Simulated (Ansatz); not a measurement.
The system is Sb.

```
CELL_PARAMETERS angstrom
3.12240 0.00000 0.00000
0.00000 4.34752 0.00000
-0.03891 0.00000 4.40585
ATOMIC_POSITIONS crystal
Sb 0.01139 0.25000 0.24117
Sb 0.98861 0.75000 0.75883
```

This isn't the form of Sb at room conditions, which is rhombohedral.

Program: Ansatz 0.2.0. Alike in all runs: task band structure; potentials or basis Ansatz PAW; cell as given; cutoff (eV) 420; smearing fermi-dirac 0.05 eV. Hardware: 2 threads of AMD EPYC 7R43 64-Core Processor (Zen 3), with other jobs on the host.

Order these runs on this cell by their wall time, lowest first.
A. level HSE06; spin off; k mesh 5 × 4 × 4; points for each segment of the path 4; mesh quality coarse
B. level PBEsol; spin SOC, no magnetisation; k mesh 9 × 6 × 6; points for each segment of the path 14; mesh quality not flagged
C. level PBEsol; spin off; k mesh 5 × 4 × 4; points for each segment of the path 14; mesh quality coarse
D. level PBEsol; spin off; k mesh 9 × 6 × 6; points for each segment of the path 14; mesh quality not flagged

C (5.9 s), D (13 s), B (56 s), A (370 s).

Caveats: some runs use coarse meshes.
